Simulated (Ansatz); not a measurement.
The system is InSe.

```xyz
4
Lattice="2.0000 1.1547 8.4400 -2.0000 1.1547 8.4400 0.0000 -2.3094 8.4400" Properties=species:S:1:pos:R:3 pbc="T T T"
In    0.0000    0.0000   22.4994
In    0.0000    0.0000    0.0000
Se    0.0000    0.0000    4.3525
Se    0.0000    0.0000    9.7102
```

* Program: Ansatz 0.2.0
* Task: relaxation of cell and atoms
* Functional: RPBE
* Potentials or basis: Ansatz PAW
* Cutoff: 420 eV (not typed: the program's choice for these potentials)
* k mesh: 8 × 8 × 8
* Occupations: fermi-dirac, width 0.05 eV
* Spin: no spin polarisation

At the start: volume 29.24 Å³/atom.

**Question.** How do energy, volume and symmetry change on relaxing?

**Answer.** It ends after 13 steps and the volume is 39.10 Å³/atom (+33.7 %); space group R3m (No. 160, to 0.05 Å).

The path:
```
step  energy change (eV)  largest force (eV/Å)  volume (Å³)
   1              0.0000                0.4013       116.95
   2             -0.1937                0.2328       134.50
   3             -0.2195                0.1695       138.64
   4             -0.2367                0.1007       141.04
   5             -0.2440                0.0347       145.09
   6             -0.2451                0.0124       145.78
   7             -0.2455                0.0037       144.97
   8             -0.2543                0.0055       144.97
   9             -0.2574                0.0071       147.50
  10             -0.2601                0.0157       152.26
  11             -0.2603                0.0089       155.12
  12             -0.2602                0.0082       156.40
  13             -0.2618                0.0082       156.40
```

Final structure:
```cif
data_structure
_symmetry_space_group_name_H-M 'P 1'
_symmetry_Int_Tables_number 1
_cell_length_a 10.7533
_cell_length_b 10.7533
_cell_length_c 10.7533
_cell_angle_alpha 22.255
_cell_angle_beta 22.255
_cell_angle_gamma 22.255
_cell_volume 156.40
loop_
_atom_site_label
_atom_site_type_symbol
_atom_site_fract_x
_atom_site_fract_y
_atom_site_fract_z
_atom_site_occupancy
In1 In 0.89882 0.89882 0.89882 1
In2 In 0.98984 0.98984 0.98984 1
Se1 Se 0.19198 0.19198 0.19198 1
Se2 Se 0.36336 0.36336 0.36336 1
```

Caveat: the volume moved by over 15 % at a fixed basis, so the end points are rough; the plane-wave basis is chosen anew once the cell has moved, so the energies of steps on either side of that aren't comparable; the PAW data sets come from PBE, with cores solved anew for the run's functional, which leaves a small shift of forces and pressure.
